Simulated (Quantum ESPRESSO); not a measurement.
Crystal: CoO.

```
Co O
1.0
     0.00000    2.13150    2.13150
     2.13150    0.00000    2.13150
     2.13150    2.13150    0.00000
Co O
1 1
Direct
  0.00000 0.00000 0.00000
  0.50000 0.50000 0.50000
```

Base run:

| Item | Value |
| --- | --- |
| Program | Quantum ESPRESSO 7.5 |
| Functional | PBEsol |
| Potentials or basis | GBRV 1.5 PBEsol |
| Cutoff | 762 eV |
| Density cutoff | 6095 eV |
| k mesh | 8 × 8 × 8 |
| Occupations | fermi-dirac, width 0.05 eV |
| Spin | collinear spin, ferromagnetic start |
| Starting moments | [2.0, 0.0] μB |
| Hubbard terms | Co d U = 8 eV |

Its results: band gap on the k mesh none (metal or under the smearing width); pressure -2.4 GPa; net moment 2.56 μB per cell; site moments Co +2.40; O +0.04 μB.

The run is repeated on the same cell with these changes: hubbard terms from Co d U = 8 eV to Co d U = 5 eV. What comes out?

Band gap on the k mesh none (metal or under the smearing width); pressure -5.6 GPa; net moment 2.97 μB per cell; site moments Co +2.61; O +0.26 μB.

Caveats: a cell with one magnetic atom can't hold antiferromagnetic order, which such compounds often take.
